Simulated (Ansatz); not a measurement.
Take a crystal in which N has been replaced by Sb on all its sites, with the cell rescaled by a rough guess (in some cases also distorted within its space group) and nothing relaxed:

```cif
data_structure
_symmetry_space_group_name_H-M 'P 1'
_symmetry_Int_Tables_number 1
_cell_length_a 5.9497
_cell_length_b 5.9497
_cell_length_c 9.6566
_cell_angle_alpha 90.000
_cell_angle_beta 90.000
_cell_angle_gamma 120.000
_cell_volume 296.04
loop_
_atom_site_label
_atom_site_type_symbol
_atom_site_fract_x
_atom_site_fract_y
_atom_site_fract_z
_atom_site_occupancy
Sb1 Sb 0.33333 0.66667 0.25000 1
Sb2 Sb 0.66667 0.33333 0.75000 1
```

Method: DFT PBEsol, scalar-relativistic, plane waves, PAW in Ansatz.

Settings: cutoff 420 eV, Γ-centred mesh 9×9×6 on the computed 2-atom cell, Gaussian smearing of 0.10 eV; no spin polarisation.

(1) What pressure does the cell carry?

(2) Is it a metal on this mesh?

Spin-orbit coupling is left out, which matters for the bands of heavy elements.

Results:

(1) The pressure is -1.1 GPa (positive in compression), so the cell would contract.

(2) Yes, a band crosses the Fermi level.

This form isn't the element's structure at ambient conditions.